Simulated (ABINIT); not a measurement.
Sb:

```
Sb
1.0
    -4.03001    4.03001    2.02549
     4.03001   -4.03001    2.02549
     4.03001    4.03001   -2.02549
Sb
4
Cartesian
  1.2192 5.2492 0.0000
  2.8108 1.2192 0.0000
  2.8108 -1.2192 2.0255
  1.2192 2.8108 2.0255
```

This isn't the form of Sb at room conditions, which is rhombohedral.

* Program: ABINIT 10.8.3 (patched build)
* Task: single point
* Functional: PBE
* Potentials or basis: JTH PAW PBE v2.0
* Cutoff: 435 eV
* k mesh: 7 × 7 × 7
* Occupations: fermi-dirac, width 0.05 eV
* Spin: no spin polarisation

On this cell: pressure 1.5 GPa; largest force 0.004 eV/Å; band gap on the k mesh none (metal or under the smearing width).

The same run follows on a disturbed copy (atoms moved at random, drawn with an rms of 0.05 Å):

```
Sb
1.0
    -4.03001    4.03001    2.02549
     4.03001   -4.03001    2.02549
     4.03001    4.03001   -2.02549
Sb
4
Direct
  0.64724 0.14869 0.80829
  0.14489 0.34584 0.49574
  0.34758 0.85024 0.19552
  0.85045 0.64785 0.49850
```

What changes?

The energy (extrapolated to zero smearing) moves by +2.1 meV/atom; pressure 1.5 GPa; largest force 0.188 eV/Å; band gap on the k mesh none (metal or under the smearing width).

Forces on the atoms (eV/Å):
```
Sb  -0.151 -0.099  0.051
Sb  -0.008  0.106  0.000
Sb   0.008  0.061 -0.040
Sb   0.150 -0.068 -0.011
```

Stress tensor (GPa, compression positive):
```
 1.32  0.35 -0.12
 0.35  1.33 -0.21
-0.12 -0.21  2.00
```
